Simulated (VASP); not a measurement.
A run of VASP 6.6.1 is set up as follows.

POSCAR

```
SnSe
1.0
    0.0000000000      3.3639842986      3.3639842986
    3.3639842986      0.0000000000      3.3639842986
    3.3639842986      3.3639842986      0.0000000000
Sn Se
1 1
Direct
    0.0000000000      0.0000000000      0.0000000000
    0.2500000000      0.2500000000      0.2500000000
```

Contents of INCAR.step1:

```
PREC = Accurate
ENCUT = 520
EDIFF = 1E-5
ISMEAR = -1
SIGMA = 0.02
LREAL = False
LASPH = True
NELM = 80
ALGO = Normal
ISIF = 2
LWAVE = True
LCHARG = False
NBANDS = 17
GGA = PE
```

INCAR.step2

```
PREC = Accurate
ENCUT = 520
EDIFF = 1E-6
ISMEAR = -1
SIGMA = 0.02
LREAL = False
LASPH = True
NELM = 80
ALGO = Normal
ISIF = 2
LWAVE = False
LCHARG = False
GGA = PE
LHFCALC = True
HFSCREEN = 0.2079
PRECFOCK = Normal
NBANDS = 17
ISTART = 1
```

The input KPOINTS:

```
Automatic mesh
0
Gamma
  4 4 4
```

Potentials or basis: VASP PAW PBE potentials, release 64 (Sn_d, Se).

Launch:

```bash
$ cat potpaw_PBE.64/Sn_d/POTCAR potpaw_PBE.64/Se/POTCAR > POTCAR
$ cp INCAR.step1 INCAR
$ mpirun -np 1 vasp_std > vasp.out
$ cp INCAR.step2 INCAR
$ mpirun -np 1 vasp_std > vasp.out
```

Task: Estimate the pressure.

Result: 0.1 GPa.

Task: Predict the band gap on the k mesh.

Result: 0.31 eV, indirect (least direct gap 1.05 eV).

Caveat: the PAW data sets were made with another functional, which shifts forces and pressure a little; spin-orbit coupling is left out, which moves the levels of the heavy elements. A k mesh can miss the band edges.
